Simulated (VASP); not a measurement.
Here is a VASP 6.6.1 calculation.

File INCAR:

```
SYSTEM = C
  ALGO = Normal
  EDIFF = 1E-6
  EDIFFG = -0.01
  ENCUT = 600
  GGA = PE
  IBRION = 2
  ISIF = 3
  ISMEAR = 0
  KPAR = 2
  LASPH = .TRUE.
  LCHARG = .FALSE.
  LREAL = .FALSE.
  LWAVE = .FALSE.
  NELM = 80
  NSW = 90
  PREC = Accurate
  SIGMA = 0.03
```

Contents of KPOINTS:

```
k-points
0
G
  12 12 4
  0 0 0
```

Contents of POSCAR:

```
C
1.0
    2.4672912616      0.0000000000      0.0000000000
   -1.2336456308      2.1367369111      0.0000000000
    0.0000000000      0.0000000000      7.8030730000
C
4
Direct
    0.0000000000      0.0000000000      0.2500000000
    0.0000000000      0.0000000000      0.7500000000
    0.3333333300      0.6666666700      0.2500000000
    0.6666666700      0.3333333300      0.7500000000
```

Potentials or basis: VASP PAW PBE potentials, release 64 (C).

Command:

```bash
$ cat potpaw_PBE.64/C/POTCAR > POTCAR
$ mpirun -np 2 vasp_std > vasp.out
```

What does it give for the relaxed cell?

a = 2.467 Å, b = 2.467 Å, c = 7.804 Å, α = 90.00°, β = 90.00°, γ = 120.00°.

Estimate the band gap on the k mesh.

none (metal or under the smearing width).

Predict the relaxed volume.

10.28 Å³/atom.

Final structure:
```cif
data_structure
_symmetry_space_group_name_H-M 'P 1'
_symmetry_Int_Tables_number 1
_cell_length_a 2.4668
_cell_length_b 2.4668
_cell_length_c 7.8042
_cell_angle_alpha 90.000
_cell_angle_beta 90.000
_cell_angle_gamma 120.000
_cell_volume 41.13
loop_
_atom_site_label
_atom_site_type_symbol
_atom_site_fract_x
_atom_site_fract_y
_atom_site_fract_z
_atom_site_occupancy
C1 C 0.00000 0.00000 0.25000 1
C2 C 0.00000 0.00000 0.75000 1
C3 C 0.33333 0.66667 0.25000 1
C4 C 0.66667 0.33333 0.75000 1
```

Caveat: this functional lacks dispersion, which binds the layers, so the pressure and a relaxed spacing across them are unreliable.
